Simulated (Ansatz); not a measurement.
This script for a comparison of functionals at one structure of Mg, space group Fm-3m with Ansatz 0.2.0 through its Python package holds a mistake.

The script, `mg_xc.py`:
```python
'''One structure of Mg under several functionals.'''

from dataclasses import dataclass
import logging
import sys

import ansatz as az

logging.basicConfig(stream=sys.stdout, format='%(levelname)s:%(name)s:%(message)s')
log = logging.getLogger('ansatz_job')
log.setLevel(logging.INFO)


@dataclass(frozen=True)
class RunConfig:
    smearing: str = 'cold'
    sigma: float = 0.1


settings = RunConfig()


def main() -> None:
    system = (
        az.Lattice.fcc(4.488512)
        .space_group(225)
        .atom('Mg', (0.0, 0.0, 0.0))
        .primitive()
    )

    base = (
        system.calculation()
        .basis(17 * az.RY)
        .kpoints(11)
        .occupations(settings.smearing, width=settings.sigma)
        .stress()
    )

    rows = []
    for value in ['pbesol', 'lda', 'blyp']:
        rep = base.functional(value).run(threads=1).report
        rows.append((value, rep['free_energy_ev'] / len(rep['lattice']['sites']), rep['n_iterations'], sum(rep['stress_gpa'][i][i] for i in range(3)) / 3, rep['n_kpoints']))

    log.info('  functional   F/atom (eV)    iterations       P (GPa)      k-points')
    for row in rows:
        log.info(f'{str(row[0]):>12s}  {row[1]:12.5f}  {row[2]:12d}  {row[3]:12.3f}  {row[4]:12d}')


if __name__ == '__main__':
    main()
```

```console
$ python mg_xc.py
Traceback (most recent call last):
  File "mg_xc.py", line 50, in <module>
    main()
    ~~~~^^
  File "mg_xc.py", line 33, in main
    .basis(17 * az.RY)
                ^^^^^
  ...
ansatz.errors.NameNotExported: module 'ansatz' has no attribute 'RY'. Did you mean: 'Ry'?
```
(Library frames cut from the traceback.)

Why does it end like this?

The fault: the package has no unit of that spelling. Mended:

```diff
--- before
+++ after
@@ -32,3 +32,3 @@
         system.calculation()
-        .basis(17 * az.RY)
+        .basis(17 * az.Ha)
         .kpoints(11)
```

The mended script runs so:

```console
$ python mg_xc.py
INFO:ansatz_job:  functional   F/atom (eV)    iterations       P (GPa)      k-points
INFO:ansatz_job:      pbesol   -1912.03341             4         0.235            56
INFO:ansatz_job:         lda   -1901.58226             5        -1.215            56
INFO:ansatz_job:        blyp   -1926.74575             5         1.723            56
```

Notes:
- BLYP can be off by several per cent in the lattices of metals, and by several GPa in the pressure at a fixed cell.
- For a metal this k-point mesh is coarse: on a finer one energies can move by several to tens of meV an atom and pressures by half a GPa or more, differences at one mesh by less.
- Pressure is positive in compression.
- This isn't the structure that Mg takes at ambient conditions.
- Total energies of different functionals can't be compared; pressures, moments and gaps at this one structure can.
- Finished in 3.1 s on 1 thread of Intel(R) Xeon(R) Platinum 8259CL CPU @ 2.50GHz (Skylake/Cascade Lake) (shared host), peak memory 0.35 GiB.
